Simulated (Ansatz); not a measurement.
# Relaxing TiPt₃

Theory: DFT PBEsol, scalar-relativistic, plane waves, PAW in Ansatz 0.2.0. Run with 420 eV cutoff, 12×12×12 k-mesh, Gaussian smearing of 0.10 eV, no spin polarisation.

What was changed in Pt3Pb: Pb → Ti on all its sites, cell and atoms relaxed.

Spin–orbit coupling is left out, which can shift energies with elements as heavy as these.

Command:

```bash
ansatz run input.yaml --threads 1 --pin off --max-ram 2560MiB --backend cpu --events-out ev --progress --plain --runs-dir out
```

Input:

```yaml
crystal:
  lattice:
    - [3.9000063314, 0.0, 0.0]
    - [0.0, 3.9000063314, 0.0]
    - [0.0, 0.0, 3.9000063314]
  atoms:
    - { symbol: Pt, position: [0.0, 0.5, 0.5] }
    - { symbol: Pt, position: [0.5, 0.0, 0.5] }
    - { symbol: Pt, position: [0.5, 0.5, 0.0] }
    - { symbol: Ti, position: [0.0, 0.0, 0.0] }
basis:
  ecutwfc: 420
kpoints:
  mp_grid: { grid: [12, 12, 12] }
hamiltonian:
  xc: pbesol
scf:
  occupations: { method: gaussian, width: 0.1 }
output:
  forces: true
  stress: true
  eigenvalues: true
relax:
  adjacent_minimum: "off"
  f_tol: 0.01
  max_steps: 60
  cell: { stress_tol: 0.1 }
```

F is the free energy. Steps run on the plane waves of an earlier cell, but the last one, and at times one on the way, on a freshly chosen basis, so a repeated geometry can differ a little in energy.

Steps:

| step | F − F(1) (eV) | largest force component (eV/Å) | V (Å³/atom) | P (GPa) |
| --- | --- | --- | --- | --- |
| 1 | 0.0000 | 0.000 | 14.830 | -0.14 |
| 2 | 0.0000 | 0.000 | 14.810 | 0.22 |
| 3 | 0.0000 | 0.000 | 14.822 | 0.00 |
| 4 | 0.0000 | 0.000 | 14.822 | 0.00 |

Relaxed structure:

```xyz
4
Lattice="3.8993 0.0000 0.0000 0.0000 3.8993 0.0000 0.0000 0.0000 3.8993" Properties=species:S:1:pos:R:3 pbc="T T T"
Pt    0.0000    1.9497    1.9497
Pt    1.9497    0.0000    1.9497
Pt    1.9497    1.9497    0.0000
Ti    0.0000    0.0000    0.0000
```

The structure is cubic, space group Pm-3m (No. 221). Conventional cell: a = 3.899 Å, b = 3.899 Å, c = 3.899 Å, α = 90.00°, β = 90.00°, γ = 90.00°. Pt (site symmetry 4/mmm) is surrounded by 8 Pt at 2.76 Å and 4 Ti at 2.76 Å. Ti (site symmetry m-3m) is surrounded by 12 Pt at 2.76 Å.

The run converged. It took 31 s on 1 thread of Arm Neoverse V2, with other jobs on the host, peak memory 0.44 GiB.